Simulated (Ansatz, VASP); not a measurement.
# In4SbAs3 (random alloy of the zinc-blende InAs-InSb line, x = 0.25): VASP beside Ansatz, part 2 of 2

Aim: how closely do two programs agree when they are given the same cell, functional and k mesh? Of the first pair: The structure shown is the start of the Ansatz relaxation below; VASP solves that cell, so the two are compared at the walk's first step.

VASP 6.6.1 and Ansatz 0.2.0.

So far: The structure; Ansatz: relaxation, PBE.

## 3. VASP: single point, PBE, start cell, pair 1

Level of this step: PBE; plane waves and PAW (In_d, As, Sb) (VASP).

The same cell, functional, mesh and smearing now go to VASP, with its own data sets.

Lines of VASP's logs that name or quote its potential files are left out, and so is its time.

File INCAR:

```
SYSTEM = In4SbAs3
PREC = Accurate
ENCUT = 400
EDIFF = 1E-06
NELM = 120
ISMEAR = -1
SIGMA = 0.025
LREAL = Auto
ALGO = Normal
GGA = PE
NBANDS = 336
LORBIT = 11
LWAVE = .FALSE.
LCHARG = .FALSE.
ISIF = 2
LASPH = .TRUE.
GGA_COMPAT = .FALSE.
NCORE = 2
```

File POSCAR:

```
In4SbAs3
1.0
   12.6000000000      0.0000000000      0.0000000000
    0.0000000000     12.6000000000      0.0000000000
    0.0000000000      0.0000000000     12.6000000000
In As Sb
32 24 8
Direct
    0.0025793651      0.9990317460      0.9991587302
    0.0027698413      0.2487936508      0.2505079365
    0.2494920635      0.9993888889      0.2518015873
    0.2500714286      0.2509285714      0.9982539683
    0.0014285714      0.9989126984      0.4998015873
    0.9988968254      0.2493730159      0.7489126984
    0.2482301587      0.0003730159      0.7526269841
    0.2488095238      0.2526904762      0.5000793651
    0.0001904762      0.5009761905      0.0004761905
    0.9996666667      0.7509285714      0.2513333333
    0.2488015873      0.5019920635      0.2508095238
    0.2518015873      0.7524126984      0.0034682540
    0.0002539683      0.5013888889      0.5005000000
    0.0003730159      0.7512063492      0.7496507937
    0.2503095238      0.5001904762      0.7489365079
    0.2518968254      0.7502936508      0.4993968254
    0.4994523810      0.0000714286      0.9990238095
    0.5006428571      0.2509365079      0.2482619048
    0.7495793651      0.0000476190      0.2478174603
    0.7505634921      0.2479206349      0.9999365079
    0.4999603175      0.9987698413      0.5020238095
    0.5025793651      0.2505396825      0.7481031746
    0.7480476190      0.0008730159      0.7512619048
    0.7512698413      0.2500714286      0.4996984127
    0.5008412698      0.5002222222      0.0001190476
    0.4995079365      0.7461428571      0.2516507937
    0.7497777778      0.4998095238      0.2500317460
    0.7503888889      0.7495317460      0.0007936508
    0.5034761905      0.4969920635      0.4989682540
    0.5000714286      0.7496428571      0.7521111111
    0.7479761905      0.5005000000      0.7508015873
    0.7508888889      0.7503809524      0.5004523810
    0.1233015873      0.1263730159      0.1213492063
    0.1246031746      0.3773174603      0.3717301587
    0.3732539683      0.1247301587      0.3736111111
    0.3768174603      0.3764285714      0.1258015873
    0.1236587302      0.3739285714      0.8749761905
    0.3761825397      0.1246984127      0.8735873016
    0.3739920635      0.3753015873      0.6283333333
    0.1244365079      0.6231904762      0.1244523810
    0.3745317460      0.6257777778      0.3748809524
    0.3727777778      0.8727063492      0.1241984127
    0.3756031746      0.6251904762      0.8767936508
    0.6261111111      0.1242936508      0.1269365079
    0.6252698413      0.3761825397      0.3734920635
    0.8755000000      0.1263412698      0.3736428571
    0.8724365079      0.3767777778      0.1256507937
    0.6281190476      0.1220476190      0.6269603175
    0.6263730159      0.3747063492      0.8740396825
    0.8740079365      0.1258333333      0.8731825397
    0.8748412698      0.3763809524      0.6261904762
    0.6259761905      0.6253730159      0.1260793651
    0.6284682540      0.8756984127      0.3748412698
    0.8747222222      0.8765714286      0.1253412698
    0.8770476190      0.6248174603      0.8740238095
    0.8748809524      0.8768412698      0.6255873016
    0.1235079365      0.1245714286      0.6258412698
    0.1264761905      0.8754523810      0.3763968254
    0.1217936508      0.6245079365      0.6263095238
    0.1246825397      0.8753015873      0.8756507937
    0.3739920635      0.8756666667      0.6251190476
    0.8732222222      0.6241825397      0.3734206349
    0.6264285714      0.6290079365      0.6246111111
    0.6245396825      0.8760793651      0.8744920635
```

File KPOINTS:

```
Automatic mesh
0
Gamma
1 1 1
0 0 0
```

PAW data sets: In_d, As and Sb (PBE family, release 64).

Run with:

```console
$ mpirun -np 8 vasp_gam
```

Numbers of over 12 decimals in the logs are rounded to 6 here.

The program printed:

```text
[banner, memory and clock lines left out]
running    8 mpi-ranks, on    1 nodes
[...]
LDA part: xc-table for (Slater+PW92), standard interpolation
 POSCAR, INCAR and KPOINTS ok, starting setup
[...]
entering main loop
       N       E                     dE             d eps       ncg     rms          rms(c)
DAV:   1     0.783106442827E+04    0.78311E+04   -0.21739E+05   688   0.179E+03
DAV:   2     0.145185266408E+04   -0.63792E+04   -0.62730E+04   672   0.532E+02
DAV:   3    -0.345314026177E+02   -0.14864E+04   -0.13975E+04   744   0.240E+02
DAV:   4    -0.231207211346E+03   -0.19668E+03   -0.18927E+03   808   0.838E+01
[...]
DAV:  14    -0.234005269608E+03   -0.38991E-04   -0.10402E-04   736   0.254E-02    0.274E-02
DAV:  15    -0.234005272303E+03   -0.26952E-05   -0.18183E-05   784   0.100E-02    0.157E-02
DAV:  16    -0.234005272643E+03   -0.34034E-06   -0.47267E-06   544   0.526E-03
   1 F= -.23400527E+03 E0= -.23395869E+03  d E =-.931623E-01
```

From OUTCAR (step 3):

```text
  Total       13.3074042     13.6513768     13.6593465      1.0929940      1.6323093     -1.3218039
  in kB       10.6584069     10.9339077     10.9402909      0.8754205      1.3073787     -1.0586831
  external PRESSURE =      10.8442018 kB  Pullay stress =       0.0000000 kB

 POSITION                                       TOTAL-FORCE (eV/Angst)
 -----------------------------------------------------------------------------------
      0.03250     12.58780     12.58940        -0.956863      0.782577      0.660767
      0.03490      3.13480      3.15640        -0.245472      0.132836     -0.171260
      3.14360     12.59230      3.17270         0.586753      0.722230     -0.951868
      3.15090      3.16170     12.57800         0.136913     -0.012721      0.070415
      0.01800     12.58630      6.29750        -1.410192      0.146415      0.021744
     12.58610      3.14210      9.43630        -0.610199      0.695432      0.680762
      3.12770      0.00470      9.48310         0.760187      0.615411      0.385519
      3.13500      3.18390      6.30100         0.547165      0.446234     -0.557502
      0.00240      6.31230      0.00600        -0.103266     -0.178861     -0.029441
     12.59580      9.46170      3.16680         0.051933     -0.046252     -1.236061
      3.13490      6.32510      3.16020         0.168981     -0.060136     -0.116410
      3.17270      9.48040      0.04370         0.300173     -0.847070      0.303433
      0.00320      6.31750      6.30630        -0.174776     -1.323397     -0.193349
      0.00470      9.46520      9.44560        -1.320397      0.081091      0.070974
[...]
-----------------------------------------------------------------------------------
    total drift:                                0.023369      0.048266     -0.034724

  FREE ENERGIE OF THE ION-ELECTRON SYSTEM (eV)
  ---------------------------------------------------
  free  energy   TOTEN  =      -234.0052726434 eV

  energy  without entropy=     -233.9121103534  energy(sigma->0) =     -233.95869150

[... 2 further parts left out ...]
```

The run ends at a pressure of 1.08 GPa, with forces up to 1.4 eV/Å.

## 4. Comparison

Known differences besides the potentials themselves: the data sets hold 896 valence electrons in Ansatz (on its default PAW (the set named soft_2) files) and 576 in VASP; the cutoff is 420 eV in Ansatz and 400 eV in VASP (PREC = Accurate, projectors in real space). Total energies have different zeros and are not compared.

Forces on 10 of the 64 atoms, those with the largest forces and the largest differences (eV/Å; atoms numbered as in POSCAR):

| atom | Ansatz x, y, z | VASP x, y, z |
| --- | --- | --- |
| In1 | -0.957, 0.786, 0.663 | -0.957, 0.783, 0.661 |
| In3 | 0.590, 0.724, -0.949 | 0.587, 0.722, -0.952 |
| In5 | -1.411, 0.144, 0.021 | -1.410, 0.146, 0.022 |
| In13 | -0.174, -1.324, -0.193 | -0.175, -1.323, -0.193 |
| In14 | -1.325, 0.085, 0.070 | -1.320, 0.081, 0.071 |
| In21 | 0.740, 0.706, -0.815 | 0.737, 0.705, -0.816 |
| In32 | 0.223, 1.342, -0.128 | 0.221, 1.335, -0.128 |
| As37 | 0.042, 0.143, -0.062 | 0.030, 0.132, -0.063 |
| As52 | -0.072, -0.064, -0.101 | -0.061, -0.061, -0.090 |
| As54 | 0.123, -0.096, -0.105 | 0.123, -0.079, -0.104 |

The forces differ by 4.4 meV/Å r.m.s., which is 1.1 % of the r.m.s. force of 0.408 eV/Å (both taken over all components).

## 5. Ansatz: relaxation, PBE

This run makes the geometry at which the two programs are then compared. The cell compared in this pair holds 2028.24 Å³, against 2000.38 Å³ for the pair before.

The structure compared here is the end of the Ansatz relaxation.

This is the run of step 2 again, met here at its other cell.

## 6. VASP: single point, PBE, relaxed cell, pair 2

The same cell, functional, mesh and smearing now go to VASP, with its own data sets.

INCAR: that of step 3 with these lines changed.

```diff
@@ -2,3 +2,3 @@
 PREC = Accurate
-ENCUT = 400
+ENCUT = 500
 EDIFF = 1E-06
```

File POSCAR:

```
In4SbAs3
1.0
   12.6123160000     -0.0001670000     -0.0762190000
   -0.0001670000     12.7191300000     -0.0111360000
   -0.0762190000     -0.0111360000     12.6439670000
In As Sb
32 24 8
Direct
    0.9937700000      0.0078700000      0.0065600000
    0.9991900000      0.2495300000      0.2494200000
    0.2560400000      0.0079500000      0.2431400000
    0.2489900000      0.2514800000      0.0022400000
    0.9886500000      0.0013800000      0.4989900000
    0.9951800000      0.2554500000      0.7591800000
    0.2557700000      0.0070300000      0.7584000000
    0.2568100000      0.2549600000      0.4924100000
    0.0004100000      0.4977200000      0.0014500000
    0.0006900000      0.7472900000      0.2358000000
    0.2495600000      0.4974100000      0.2481900000
    0.2560700000      0.7438300000      0.0077500000
    0.9990400000      0.4840500000      0.4990200000
    0.9869200000      0.7498100000      0.7504000000
    0.2553700000      0.4899400000      0.7565200000
    0.2565500000      0.7398300000      0.4917600000
    0.4949000000      0.0063500000      0.0074000000
    0.5008000000      0.2504800000      0.2468500000
    0.7495400000      0.0013200000      0.2486400000
    0.7478800000      0.2496200000      0.0014200000
    0.5078000000      0.0084400000      0.4923400000
    0.5019500000      0.2503800000      0.7498900000
    0.7527000000      0.0091500000      0.7457100000
    0.7492700000      0.2500600000      0.4985400000
    0.5024200000      0.4955500000      0.0025600000
    0.5021400000      0.7501500000      0.2491700000
    0.7433900000      0.4908100000      0.2435800000
    0.7544900000      0.7416800000      0.0067300000
    0.4959000000      0.4915200000      0.4927200000
    0.4939500000      0.7393400000      0.7599200000
    0.7548000000      0.4919100000      0.7571000000
    0.7470800000      0.7625100000      0.4984800000
    0.1248700000      0.1304200000      0.1252400000
    0.1267000000      0.3737200000      0.3705300000
    0.3792800000      0.1302300000      0.3706000000
    0.3754800000      0.3757600000      0.1251500000
    0.1253800000      0.3760400000      0.8797200000
    0.3777300000      0.1332100000      0.8796100000
    0.3776300000      0.3738900000      0.6247400000
    0.1275300000      0.6215500000      0.1229200000
    0.3788200000      0.6211500000      0.3680100000
    0.3771100000      0.8764400000      0.1271600000
    0.3742500000      0.6186300000      0.8823100000
    0.6258300000      0.1281700000      0.1264100000
    0.6242200000      0.3721500000      0.3724400000
    0.8720500000      0.1285800000      0.3724600000
    0.8749300000      0.3737800000      0.1235000000
    0.6262400000      0.1310200000      0.6232200000
    0.6252500000      0.3738200000      0.8771300000
    0.8725100000      0.1301200000      0.8779600000
    0.8730600000      0.3716900000      0.6269300000
    0.6239700000      0.6238200000      0.1257400000
    0.6247900000      0.8804500000      0.3698700000
    0.8729700000      0.8784900000      0.1245200000
    0.8749800000      0.6221900000      0.8786400000
    0.8711200000      0.8806800000      0.6256400000
    0.1244000000      0.1320600000      0.6245500000
    0.1259200000      0.8787500000      0.3707100000
    0.1245700000      0.6214000000      0.6268400000
    0.1234900000      0.8759400000      0.8806400000
    0.3794500000      0.8784500000      0.6232700000
    0.8734100000      0.6248100000      0.3725100000
    0.6257100000      0.6225900000      0.6243700000
    0.6264700000      0.8787800000      0.8786700000
```

KPOINTS is that of step 3.

Run with:

```console
$ mpirun -np 8 vasp_gam
```

The program printed:

```text
[... set-up lines as in an earlier step ...]
 entering main loop
       N       E                     dE             d eps       ncg     rms          rms(c)
DAV:   1     0.849598453096E+04    0.84960E+04   -0.24676E+05   672   0.204E+03
DAV:   2     0.168575928824E+04   -0.68102E+04   -0.67040E+04   672   0.594E+02
DAV:   3    -0.244117132006E+01   -0.16882E+04   -0.15973E+04   752   0.259E+02
DAV:   4    -0.231048691543E+03   -0.22861E+03   -0.21823E+03   808   0.910E+01
[...]
DAV:  16    -0.236163325531E+03   -0.11988E-05   -0.39520E-06   544   0.563E-03    0.101E-02
DAV:  17    -0.236163326555E+03   -0.10242E-05   -0.31791E-06   480   0.674E-03    0.264E-03
DAV:  18    -0.236163326664E+03   -0.10831E-06   -0.76572E-07   392   0.435E-03
   1 F= -.23616333E+03 E0= -.23613822E+03  d E =-.502051E-01
```

Parts of OUTCAR (step 6):

```text
  Total        0.4077500      0.4708659      0.2194387      0.0792862     -0.1373845     -0.0306031
  in kB        0.3220959      0.3719533      0.1733422      0.0626309     -0.1085248     -0.0241745
  external PRESSURE =       0.2891305 kB  Pullay stress =       0.0000000 kB

 POSITION                                       TOTAL-FORCE (eV/Angst)
 -----------------------------------------------------------------------------------
     12.53324      0.09986      0.00711         0.014641     -0.010205     -0.010771
     12.58305      3.17086      3.07472         0.008430      0.004061     -0.004243
      3.21072      0.09837      3.05465        -0.004247     -0.003202      0.016240
      3.14013      3.19854      0.00654         0.016661     -0.002627     -0.010999
     12.43113      0.01183      6.23384         0.023899     -0.007190     -0.004170
     12.49362      3.24048      9.52035         0.016166     -0.004261     -0.010843
      3.16805      0.08093      9.56961         0.004855     -0.013346     -0.018302
      3.20140      3.23734      6.20360        -0.002036     -0.003064      0.008754
      0.00498      6.33055      0.01276         0.005743      0.006053     -0.010525
     -0.00939      9.50225      2.97307         0.003425     -0.012128      0.001435
      3.12853      6.32382      3.11355         0.006682      0.006741      0.002873
      3.22892      9.46074      0.07019        -0.003959      0.015832     -0.018333
     12.56209      6.15097      6.22806         0.003632     -0.000786     -0.007410
     12.39003      9.52841      9.40446         0.021065      0.011797     -0.000512
[...]
-----------------------------------------------------------------------------------
    total drift:                                0.008417     -0.035314     -0.024684

  FREE ENERGIE OF THE ION-ELECTRON SYSTEM (eV)
  ---------------------------------------------------
  free  energy   TOTEN  =      -236.1633266636 eV

  energy  without entropy=     -236.1131215852  energy(sigma->0) =     -236.13822412

[... 1 part as in an earlier step ...]

[... 1 further part left out ...]
```

The run ends at a pressure of 0.03 GPa, with forces up to 0.035 eV/Å.

## 7. Differences

What differs besides the data sets and the points named for the pairs above, as far as they apply: the data sets hold 896 valence electrons in Ansatz (on its default PAW (the set named soft_2) files) and 576 in VASP; the cutoff is 420 eV in Ansatz and 500 eV in VASP (PREC = Accurate, projectors in real space). Total energies have different zeros and are not compared.

Compared:

| quantity | Ansatz | VASP | difference |
| --- | --- | --- | --- |
| pressure (GPa) | 0.00 | 0.03 | -0.03 |
| gap on the k mesh (eV) | 0.087 | 0.087 | 0.000 |

The largest component of a force difference here is 13 meV/Å. A gap on the mesh is an upper bound, since the band edges may lie between its points.

## 8. What came out

```yaml
r_m_s_force_difference_single_point_pbe_start_cell_pair_1: 1.1 % of the r.m.s. force
difference_in_gap_on_the_k_mesh_single_point_pbe_relaxed_cell_pair_2: 2.4e-4 eV
```

In words: The r.m.s. force difference is 1.1 % of the r.m.s. force (single point, PBE, start cell, pair 1), within the 3 % picked in this series as the mark of a large difference. The data sets hold unlike numbers of valence electrons (896 in Ansatz and 576 in VASP), so part of the differences may come from the potentials. How closely two codes agree says nothing of how well the functional describes the real material.

[Lines on the potential files, build, host, timing and source positions are cut from VASP's logs without a mark.]

[Logs are printed without paths, hosts, clocks, repeated set-up lines and the standing remarks that a program may print on its own settings, such as how far it seeks lower states.]

[Hosts, paths, dates, database ids (printed as entryN), source tags and the programs' standing remarks are cut or masked in the printed files.]
